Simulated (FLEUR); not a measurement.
# SnSe (Fm-3m) in FLEUR: notebook

The runs below take SnSe through band structure, equation of state, with r2SCAN, LDA.

All numbers are computed with FLEUR MaX-R8.1 (later development tree); they aren't measurements. Logs are shortened: lines on timing, memory, paths and dates and some standing lists are left out, and cuts for length are marked.

## Step 1: The structure

The structure is cubic, space group Fm-3m (No. 225). Conventional cell: a = 6.020 Å, b = 6.020 Å, c = 6.020 Å, α = 90.00°, β = 90.00°, γ = 90.00°. Sn (site symmetry m-3m) is surrounded by 6 Se at 3.01 Å. Se (site symmetry m-3m) is surrounded by 6 Sn at 3.01 Å.

Measurements of this composition are mostly on another form, of space group No. 62.

## Step 2: Band structure, r2SCAN

Input file inp.xml:

```xml
<?xml version="1.0" encoding="UTF-8" standalone="no"?>
<fleurInput fleurInputVersion="0.39">
   <comment>
      SnSe                                                                                                
   </comment>
   <calculationSetup>
      <cutoffs Kmax="4.1" Gmax="12.7" GmaxXC="12.7" numbands="0"/>
      <scfLoop itmax="80" minDistance="0.0001" maxIterBroyd="30" imix="Anderson" alpha="0.05" precondParam="0.0" spinf="2.0" sdNocoIR="T"/>
      <coreElectrons ctail="F" frcor="F" kcrel="0" coretail_lmax="0"/>
      <xcFunctional name="LibXC" relativisticCorrections="F">
         <LibXCName exchange="mgga_x_r2scan" correlation="mgga_c_r2scan"/>
         <AuxGGA exchange="117" correlation="130"/>
      </xcFunctional>
      <magnetism jspins="1"/>
      <soc l_soc="F" theta="0.0" phi="0.0" spav="F"/>
      <expertModes spex="0" secvar="F"/>
      <geometryOptimization l_f="F" forcealpha="1.0" forcemix="BFGS" epsdisp="0.00001" epsforce="0.00001"/>
      <ldaU l_linMix="F" mixParam="0.05" spinf="1.0"/>
   </calculationSetup>
   <cell>
      <bzIntegration valenceElectrons="38.0" mode="hist" fermiSmearingEnergy="0.00183747">
         <kPointListSelection listName="default-1"/>
         <!-- k-points included here -->
         <xi:include xmlns:xi="http://www.w3.org/2001/XInclude" href="kpts.xml"> </xi:include>
      </bzIntegration>
      <!-- symmetry operations included here -->
[... 34 lines left out ...]
         </electronConfig>
         <energyParameters s="4" p="4" d="4" f="4"/>
         <lo type="SCLO" l="2" n="3" eDeriv="0"/>
         <lo type="SCLO" l="0" n="4" eDeriv="2"/>
         <lo type="SCLO" l="1" n="4" eDeriv="2"/>
         <lo type="SCLO" l="3" n="4" eDeriv="2"/>
      </species>
   </atomSpecies>
   <atomGroups>
      <atomGroup species="Tin (Sn)">
         <relPos label="                   1">.0000000000 .0000000000 .0000000000</relPos>
         <force calculate="T" relaxXYZ="TTT"/>
      </atomGroup>
      <atomGroup species="Selenium (Se)">
         <relPos label="                   2">1.000/2.000 1.000/2.000 1.000/2.000</relPos>
         <force calculate="T" relaxXYZ="TTT"/>
      </atomGroup>
   </atomGroups>
   <output dos="F" band="F" slice="F">
      <checks vchk="F" cdinf="F"/>
      <bandDOS minEnergy="-.5*Htr" maxEnergy="0.5*Htr" sigma="0.015" storeEVData="T"/>
      <vacuumDOS vacdos="F" integ="F" star="F" nstars="0" locx1="0.0" locy1="0.0" locx2="0.0" locy2="0.0" nstm="0" tworkf="0.0"/>
      <unfoldingBand unfoldBand="F" supercellX="1" supercellY="1" supercellZ="1"/>
      <plotting iplot="0" polar="F">
         <plot TwoD="T" vec1="  1.0  0.0  0.0" vec2="  0.0  1.0  0.0" vec3="  0.0  0.0  1.0" zero="  0.0  0.0  0.0" file="plot"/>
      </plotting>
      <chargeDensitySlicing numkpt="0" minEigenval="0.0" maxEigenval="0.0" nnne="0" pallst="F"/>
      <specialOutput eonly="F"/>
      <moessbauerParams electricFieldGradient="T" isomerShift="T" coreHyperfine="T" valenceHyperfine="T"/>
      <magneticCircularDichroism mcd="F" energyLo="-10.0" energyUp="0.0"/>
   </output>
  <!-- We include the file relax.xml here to enable relaxations (see documentation) -->
  <xi:include xmlns:xi="http://www.w3.org/2001/XInclude" href="relax.xml"> <xi:fallback/> </xi:include>
</fleurInput>
```

Input file crystal.txt:

```
SnSe
&input cartesian=F /
0.0000000000  3.0100000000  3.0100000000
3.0100000000  0.0000000000  3.0100000000
3.0100000000  3.0100000000  0.0000000000
1.8897261246
1.0 1.0 1.0

2
50 0.0000000000  0.0000000000  0.0000000000
34 0.5000000000  0.5000000000  0.5000000000

&kpt div1=8 div2=8 div3=8 gamma=T /
```

Input file inp.xml (bands):

```
<?xml version="1.0" encoding="UTF-8" standalone="no"?>
<fleurInput fleurInputVersion="0.39">
   <comment>
      SnSe                                                                                                
   </comment>
   <calculationSetup>
      <cutoffs Kmax="4.1" Gmax="12.7" GmaxXC="12.7" numbands="0"/>
      <scfLoop itmax="80" minDistance="0.0001" maxIterBroyd="30" imix="Anderson" alpha="0.05" precondParam="0.0" spinf="2.0" sdNocoIR="T"/>
      <coreElectrons ctail="F" frcor="F" kcrel="0" coretail_lmax="0"/>
      <xcFunctional name="LibXC" relativisticCorrections="F">
         <LibXCName exchange="mgga_x_r2scan" correlation="mgga_c_r2scan"/>
         <AuxGGA exchange="117" correlation="130"/>
      </xcFunctional>
      <magnetism jspins="1"/>
      <soc l_soc="F" theta="0.0" phi="0.0" spav="F"/>
      <expertModes spex="0" secvar="F"/>
      <geometryOptimization l_f="F" forcealpha="1.0" forcemix="BFGS" epsdisp="0.00001" epsforce="0.00001"/>
      <ldaU l_linMix="F" mixParam="0.05" spinf="1.0"/>
   </calculationSetup>
   <cell>
      <bzIntegration valenceElectrons="38.0" mode="hist" fermiSmearingEnergy="0.00183747">
         <kPointListSelection listName="path-1"/>
         <!-- k-points included here -->
         <xi:include xmlns:xi="http://www.w3.org/2001/XInclude" href="kpts.xml"> </xi:include>
      </bzIntegration>
      <!-- symmetry operations included here -->
[... 34 lines left out ...]
         </electronConfig>
         <energyParameters s="4" p="4" d="4" f="4"/>
         <lo type="SCLO" l="2" n="3" eDeriv="0"/>
         <lo type="SCLO" l="0" n="4" eDeriv="2"/>
         <lo type="SCLO" l="1" n="4" eDeriv="2"/>
         <lo type="SCLO" l="3" n="4" eDeriv="2"/>
      </species>
   </atomSpecies>
   <atomGroups>
      <atomGroup species="Tin (Sn)">
         <relPos label="                   1">.0000000000 .0000000000 .0000000000</relPos>
         <force calculate="T" relaxXYZ="TTT"/>
      </atomGroup>
      <atomGroup species="Selenium (Se)">
         <relPos label="                   2">1.000/2.000 1.000/2.000 1.000/2.000</relPos>
         <force calculate="T" relaxXYZ="TTT"/>
      </atomGroup>
   </atomGroups>
   <output dos="F" band="T" slice="F">
      <checks vchk="F" cdinf="F"/>
      <bandDOS minEnergy="-.5*Htr" maxEnergy="0.5*Htr" sigma="0.015" storeEVData="T"/>
      <vacuumDOS vacdos="F" integ="F" star="F" nstars="0" locx1="0.0" locy1="0.0" locx2="0.0" locy2="0.0" nstm="0" tworkf="0.0"/>
      <unfoldingBand unfoldBand="F" supercellX="1" supercellY="1" supercellZ="1"/>
      <plotting iplot="0" polar="F">
         <plot TwoD="T" vec1="  1.0  0.0  0.0" vec2="  0.0  1.0  0.0" vec3="  0.0  0.0  1.0" zero="  0.0  0.0  0.0" file="plot"/>
      </plotting>
      <chargeDensitySlicing numkpt="0" minEigenval="0.0" maxEigenval="0.0" nnne="0" pallst="F"/>
      <specialOutput eonly="F"/>
      <moessbauerParams electricFieldGradient="T" isomerShift="T" coreHyperfine="T" valenceHyperfine="T"/>
      <magneticCircularDichroism mcd="F" energyLo="-10.0" energyUp="0.0"/>
   </output>
  <!-- We include the file relax.xml here to enable relaxations (see documentation) -->
  <xi:include xmlns:xi="http://www.w3.org/2001/XInclude" href="relax.xml"> <xi:fallback/> </xi:include>
</fleurInput>
```

Potentials or basis: all-electron, FLAPW.

Command:

```console
$ inpgen -f crystal.txt -profile fastHighL
$ # inp.xml edited to the form shown
$ fleur_MPI
$ fleur_MPI   # second run, on inp.xml (bands)
```

Standard output:

```text
Welcome to FLEUR        (www.flapw.de)
      MaX-Release 8.1          (www.max-centre.eu)
 func_ids         498         497         498         497
 MetaGGA potential functional detected - V_tau will be computed
 Auxiliary Potential for radial basis: exchange=         117  correlation=         130
The functional 'Re-regularized SCAN exchange by Furness et al' is an exchange functional, it belongs to the 'MGGA' family and is defined in the reference(s):
[1] J. W. Furness, A. D. Kaplan, J. Ning, J. P. Perdew, and J. Sun.,  J. Phys. Chem. Lett. 11, 8208-8215 (2020)
[2] J. W. Furness, A. D. Kaplan, J. Ning, J. P. Perdew, and J. Sun.,  J. Phys. Chem. Lett. 11, 9248-9248 (2020)
The functional 'Re-regularized SCAN correlation by Furness et al' is a correlation functional, it belongs to the 'MGGA' family and is defined in the reference(s):
[1] J. W. Furness, A. D. Kaplan, J. Ning, J. P. Perdew, and J. Sun.,  J. Phys. Chem. Lett. 11, 8208-8215 (2020)
[2] J. W. Furness, A. D. Kaplan, J. Ning, J. P. Perdew, and J. Sun.,  J. Phys. Chem. Lett. 11, 9248-9248 (2020)
 Using same functional for VXC and EXC

 ========== k-point set info ==========
 Selected k-point list: default-1
 k-point list type: mesh
 8 x 8 x 8
 Number of k points: 29

 ------------Calculation Setup---------------------------
 Number of MPI-tasks      :            1
 Number of PE/node        :            1
 Number of OMP-threads    :            1
 Most efficient MPI parallelization for:
           1          29
 Additional eigenvalue parallelization possible
 Number of basis functions:          514
 Approximate size of matrices (H+S) per k-point:         0.004 GB
 --------------------------------------------------------
The functional 'Hammer, Hansen, and Norskov' is an exchange functional, it belongs to the 'GGA' family and is defined in the reference(s):
[1] B. Hammer, L. B. Hansen, and J. K. Nørskov.,  Phys. Rev. B 59, 7413 (1999)
The functional 'Perdew, Burke & Ernzerhof' is a correlation functional, it belongs to the 'GGA' family and is defined in the reference(s):
[1] J. P. Perdew, K. Burke, and M. Ernzerhof.,  Phys. Rev. Lett. 77, 3865 (1996)
[2] J. P. Perdew, K. Burke, and M. Ernzerhof.,  Phys. Rev. Lett. 78, 1396 (1997)
 Using same functional for VXC and EXC
 Using auxiliary GGA potential for the first iteration of MetaGGA calculation.
 Reset of history
 Reset of history
 Iteration:     1   Distance:      22.82095201 me/bohr^3
The functional 'Hammer, Hansen, and Norskov' is an exchange functional, it belongs to the 'GGA' family and is defined in the reference(s):
[1] B. Hammer, L. B. Hansen, and J. K. Nørskov.,  Phys. Rev. B 59, 7413 (1999)
The functional 'Perdew, Burke & Ernzerhof' is a correlation functional, it belongs to the 'GGA' family and is defined in the reference(s):
[1] J. P. Perdew, K. Burke, and M. Ernzerhof.,  Phys. Rev. Lett. 77, 3865 (1996)
[2] J. P. Perdew, K. Burke, and M. Ernzerhof.,  Phys. Rev. Lett. 78, 1396 (1997)
 Using same functional for VXC and EXC
 Iteration:     2   Distance:      21.61470322 me/bohr^3
The functional 'Hammer, Hansen, and Norskov' is an exchange functional, it belongs to the 'GGA' family and is defined in the reference(s):
[1] B. Hammer, L. B. Hansen, and J. K. Nørskov.,  Phys. Rev. B 59, 7413 (1999)
The functional 'Perdew, Burke & Ernzerhof' is a correlation functional, it belongs to the 'GGA' family and is defined in the reference(s):
[1] J. P. Perdew, K. Burke, and M. Ernzerhof.,  Phys. Rev. Lett. 77, 3865 (1996)
[2] J. P. Perdew, K. Burke, and M. Ernzerhof.,  Phys. Rev. Lett. 78, 1396 (1997)
 Using same functional for VXC and EXC
 Iteration:     3   Distance:      20.44945948 me/bohr^3
The functional 'Hammer, Hansen, and Norskov' is an exchange functional, it belongs to the 'GGA' family and is defined in the reference(s):
[1] B. Hammer, L. B. Hansen, and J. K. Nørskov.,  Phys. Rev. B 59, 7413 (1999)
The functional 'Perdew, Burke & Ernzerhof' is a correlation functional, it belongs to the 'GGA' family and is defined in the reference(s):
[1] J. P. Perdew, K. Burke, and M. Ernzerhof.,  Phys. Rev. Lett. 77, 3865 (1996)
[2] J. P. Perdew, K. Burke, and M. Ernzerhof.,  Phys. Rev. Lett. 78, 1396 (1997)
 Using same functional for VXC and EXC
 Iteration:     4   Distance:       6.00686678 me/bohr^3
The functional 'Hammer, Hansen, and Norskov' is an exchange functional, it belongs to the 'GGA' family and is defined in the reference(s):
[1] B. Hammer, L. B. Hansen, and J. K. Nørskov.,  Phys. Rev. B 59, 7413 (1999)
The functional 'Perdew, Burke & Ernzerhof' is a correlation functional, it belongs to the 'GGA' family and is defined in the reference(s):
[1] J. P. Perdew, K. Burke, and M. Ernzerhof.,  Phys. Rev. Lett. 77, 3865 (1996)
[2] J. P. Perdew, K. Burke, and M. Ernzerhof.,  Phys. Rev. Lett. 78, 1396 (1997)
 Using same functional for VXC and EXC
 Iteration:     5   Distance:       0.89611170 me/bohr^3
The functional 'Hammer, Hansen, and Norskov' is an exchange functional, it belongs to the 'GGA' family and is defined in the reference(s):
[1] B. Hammer, L. B. Hansen, and J. K. Nørskov.,  Phys. Rev. B 59, 7413 (1999)
The functional 'Perdew, Burke & Ernzerhof' is a correlation functional, it belongs to the 'GGA' family and is defined in the reference(s):
[1] J. P. Perdew, K. Burke, and M. Ernzerhof.,  Phys. Rev. Lett. 77, 3865 (1996)
[2] J. P. Perdew, K. Burke, and M. Ernzerhof.,  Phys. Rev. Lett. 78, 1396 (1997)
 Using same functional for VXC and EXC
 Iteration:     6   Distance:       0.78131019 me/bohr^3
The functional 'Hammer, Hansen, and Norskov' is an exchange functional, it belongs to the 'GGA' family and is defined in the reference(s):
[1] B. Hammer, L. B. Hansen, and J. K. Nørskov.,  Phys. Rev. B 59, 7413 (1999)
The functional 'Perdew, Burke & Ernzerhof' is a correlation functional, it belongs to the 'GGA' family and is defined in the reference(s):
[1] J. P. Perdew, K. Burke, and M. Ernzerhof.,  Phys. Rev. Lett. 77, 3865 (1996)
[2] J. P. Perdew, K. Burke, and M. Ernzerhof.,  Phys. Rev. Lett. 78, 1396 (1997)
 Using same functional for VXC and EXC
[... 26 lines left out ...]
[2] J. P. Perdew, K. Burke, and M. Ernzerhof.,  Phys. Rev. Lett. 78, 1396 (1997)
 Using same functional for VXC and EXC
 Iteration:    11   Distance:       0.00991507 me/bohr^3
The functional 'Hammer, Hansen, and Norskov' is an exchange functional, it belongs to the 'GGA' family and is defined in the reference(s):
[1] B. Hammer, L. B. Hansen, and J. K. Nørskov.,  Phys. Rev. B 59, 7413 (1999)
The functional 'Perdew, Burke & Ernzerhof' is a correlation functional, it belongs to the 'GGA' family and is defined in the reference(s):
[1] J. P. Perdew, K. Burke, and M. Ernzerhof.,  Phys. Rev. Lett. 77, 3865 (1996)
[2] J. P. Perdew, K. Burke, and M. Ernzerhof.,  Phys. Rev. Lett. 78, 1396 (1997)
 Using same functional for VXC and EXC
 Iteration:    12   Distance:       0.00117748 me/bohr^3
The functional 'Hammer, Hansen, and Norskov' is an exchange functional, it belongs to the 'GGA' family and is defined in the reference(s):
[1] B. Hammer, L. B. Hansen, and J. K. Nørskov.,  Phys. Rev. B 59, 7413 (1999)
The functional 'Perdew, Burke & Ernzerhof' is a correlation functional, it belongs to the 'GGA' family and is defined in the reference(s):
[1] J. P. Perdew, K. Burke, and M. Ernzerhof.,  Phys. Rev. Lett. 77, 3865 (1996)
[2] J. P. Perdew, K. Burke, and M. Ernzerhof.,  Phys. Rev. Lett. 78, 1396 (1997)
 Using same functional for VXC and EXC
 Iteration:    13   Distance:       0.00034803 me/bohr^3
The functional 'Hammer, Hansen, and Norskov' is an exchange functional, it belongs to the 'GGA' family and is defined in the reference(s):
[1] B. Hammer, L. B. Hansen, and J. K. Nørskov.,  Phys. Rev. B 59, 7413 (1999)
The functional 'Perdew, Burke & Ernzerhof' is a correlation functional, it belongs to the 'GGA' family and is defined in the reference(s):
[1] J. P. Perdew, K. Burke, and M. Ernzerhof.,  Phys. Rev. Lett. 77, 3865 (1996)
[2] J. P. Perdew, K. Burke, and M. Ernzerhof.,  Phys. Rev. Lett. 78, 1396 (1997)
 Using same functional for VXC and EXC
 Iteration:    14   Distance:       0.00014126 me/bohr^3
The functional 'Hammer, Hansen, and Norskov' is an exchange functional, it belongs to the 'GGA' family and is defined in the reference(s):
[1] B. Hammer, L. B. Hansen, and J. K. Nørskov.,  Phys. Rev. B 59, 7413 (1999)
The functional 'Perdew, Burke & Ernzerhof' is a correlation functional, it belongs to the 'GGA' family and is defined in the reference(s):
[1] J. P. Perdew, K. Burke, and M. Ernzerhof.,  Phys. Rev. Lett. 77, 3865 (1996)
[2] J. P. Perdew, K. Burke, and M. Ernzerhof.,  Phys. Rev. Lett. 78, 1396 (1997)
 Using same functional for VXC and EXC
 Iteration:    15   Distance:       0.00001310 me/bohr^3

 ********************************************************************
 Run finished successfully
 Stop message:
   all done
 ********************************************************************
```

It took 1.9 min on 1 thread of Arm Neoverse N1, shared host; peak memory 0.09 GiB.

What came out:

| Item | Value |
| --- | --- |
| Free energy | -234280.3428 eV |
| Band gap on the k mesh | 0.45 eV, direct |
| Band gap along the path | 0.23 eV, indirect (least direct gap 0.27 eV) |
| Valence electrons inside the program's atomic spheres | Sn 20.05; Se 14.91 (radii Sn 2.66, Se 2.56 bohr) |

Levels at the corners of the path, in eV from the valence-band top:
```csv
point,band 17,band 18,band 19,band 20,band 21,band 22
Γ,-2.64,-2.64,-2.64,4.36,4.36,4.36
X,-5.95,-4.10,-4.10,3.10,5.46,5.46
W,-5.17,-5.17,-1.12,1.45,4.87,4.87
K,-5.53,-3.61,-2.78,3.28,3.59,5.44
Γ,-2.64,-2.64,-2.64,4.36,4.36,4.36
L,-2.37,-2.37,0.00,0.45,1.14,1.14
U,-5.53,-3.61,-2.78,3.28,3.59,5.44
W,-5.17,-5.17,-1.12,1.45,4.87,4.87
L,-2.37,-2.37,0.00,0.45,1.14,1.14
K,-5.53,-3.61,-2.78,3.28,3.59,5.44
U,-5.53,-3.61,-2.78,3.28,3.59,5.44
X,-5.95,-4.10,-4.10,3.10,5.46,5.46
```

Core levels (eV from the Fermi level):
| atom | levels |
| --- | --- |
| 1 Sn | 1s1/2 -28993.6, 2s1/2 -4372.6, 2p1/2 -4083.6, 2p3/2 -3852.9, 3s1/2 -840.9, 3p1/2 -723.6, 3p3/2 -681.4, 3d3/2 -474.4, 3d5/2 -465.7 |
| 2 Se | 1s1/2 -12496.5, 2s1/2 -1601.0, 2p1/2 -1435.4, 2p3/2 -1393.6, 3s1/2 -208.1, 3p1/2 -151.4, 3p3/2 -145.6 |

Caveat: the meta-GGA is that of a development version, with a GGA for the radial functions and cores and without core tails; spin-orbit coupling is left out, which moves the levels of the heavy elements; the mesh misses the band edges, which the band path finds closer together.

(Part 1 of 2 ends here.)
